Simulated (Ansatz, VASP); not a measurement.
## W: VASP beside Ansatz

```xyz
1
Lattice="-1.5918 1.5918 1.5918 1.5918 -1.5918 1.5918 1.5918 1.5918 -1.5918" Properties=species:S:1:pos:R:3 pbc="T T T"
W     0.0000    0.0000    0.0000
```

Alike in both runs: functional PBE; k mesh 18 × 18 × 18; occupations gaussian, width 0.1 eV; no spin polarisation.

Ansatz relaxed the structure, and its values are those at the end. VASP's run is a single point on that final structure, the one shown.

```csv
,VASP,Ansatz
version,VASP 6.6.1,Ansatz 0.2.0
potentials or method,"VASP PAW PBE potentials, release 64 (W_sv)","scalar-relativistic, plane waves, PAW"
plane-wave cutoff (eV),520,420
valence electrons in the cell,14,14
```

Ansatz gave:

* gap on the k mesh at the Fermi level (eV): none
* pressure (GPa): 0.0

Task: Which values does VASP return?

Result: gap on the k mesh at the Fermi level (eV): none; pressure (GPa): 0.5.

A gap of «none» marks a metal or a gap that the smearing closes.

The runs have no spin-orbit coupling, so splittings on W are missing.
